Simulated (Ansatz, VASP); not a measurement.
# One calculation of Re, two programs

```
Re
1.0
     0.00000    1.94831    1.94831
     1.94831    0.00000    1.94831
     1.94831    1.94831    0.00000
Re
1
Direct
  0.00000 0.00000 0.00000
```

Change from the starting cell: volume scaled by 0.96.

Alike in both runs: task single point; functional PBE; k mesh 12 × 12 × 12; occupations fermi-dirac, width 0.05 eV; no spin polarisation.

|  | VASP | Ansatz |
| --- | --- | --- |
| version | VASP 6.6.1 | Ansatz 0.2.0 |
| potentials or method | VASP PAW PBE potentials, release 64 (Re), cutoff 520 eV | all-electron LAPW, scalar-relativistic |

Ansatz gave:

* gap on the k mesh at the Fermi level (eV): none
* pressure (GPa): 5.5

Estimate VASP's values.

gap on the k mesh at the Fermi level (eV): none; pressure (GPa): 4.9.

A gap of «none» marks a metal or a gap that the smearing closes. Ansatz ran all-electron here, so the differences hold the error of VASP's frozen core and of both bases.

Spin-orbit coupling is left out, which matters for the levels of Re.
